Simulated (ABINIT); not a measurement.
Write the native input for ABINIT 10.8.3 (patched build) that does the following.

- Task: equation of state
- Functional: revPBE
- Dispersion: D3(BJ)
- Potentials or basis: JTH PAW PBE v2.0
- Cutoff: 599 eV
- k mesh: 8 × 8 × 8
- Occupations: fermi-dirac, width 0.05 eV
- Spin: no spin polarisation
- Fine-grid cutoff: 1197.3 eV
- Exchange and correlation inside the PAW spheres: full angular mesh (pawxcdev 0, this build's default; the released program takes 1)

Crystal: SnSe.

```
CELL_PARAMETERS angstrom
0.00000 3.01000 3.01000
3.01000 0.00000 3.01000
3.01000 3.01000 0.00000
ATOMIC_POSITIONS crystal
Sn 0.00000 0.00000 0.00000
Se 0.50000 0.50000 0.50000
```

Measurements of this composition are mostly on another form, of space group No. 62.

These files were run (other wordings do the same):

run.abi

```
# Datasets: one volume each
ndtset 7
getwfk -1
scalecart1 3*0.9795861087
scalecart2 3*0.9864848297
scalecart3 3*0.9932883884
scalecart4 3*1.0000000000
scalecart5 3*1.0066227096
scalecart6 3*1.0131594038
scalecart7 3*1.0196128224

# Pseudopotentials
pp_dirpath "./"
pseudos "Sn.GGA_PBE-JTH.xml, Se.GGA_PBE-JTH.xml"

# Structure
acell 8.044153707 8.044153707 8.044153707
rprim
     0.0000000000     0.7071067812     0.7071067812
     0.7071067812     0.0000000000     0.7071067812
     0.7071067812     0.7071067812     0.0000000000
ntypat 2
znucl 50 34
natom 2
typat 1 2
xred
     0.0000000000     0.0000000000     0.0000000000
     0.5000000000     0.5000000000     0.5000000000

# Plane-wave basis
ecut 598.650497 eV
pawecutdg 44.0

# k points
kptopt 1
ngkpt 8 8 8
nshiftk 1
shiftk 0.0 0.0 0.0

# Exchange and correlation
ixc 14
vdw_xc 7

# Bands and occupations
nband 14
occopt 3
tsmear 0.05 eV

# SCF cycle
nstep 100
tolvrs 1.0e-9

# Output
iomode 3
prtwf 1
prtden 0
prteig 0
prtebands 0
enunit 2
```

Potentials or basis: JTH PAW PBE v2.0.

Launch:

```bash
$ abinit run.abi > log 2>&1
```

Results of the run:

| Item | Value |
| --- | --- |
| Equilibrium volume | 26.20 Å³/atom |
| Bulk modulus | 58 GPa |
| Pressure derivative of the bulk modulus | 6.9 (rough: it moves with the points fitted) |

Caveat: pressures at fixed basis lie under the slope of the energies; the PAW data sets were made with another functional, which shifts forces and pressure a little.

Wall time 2 min on 1 thread of Arm Neoverse V2, on a shared host, peak memory 0.16 GiB.
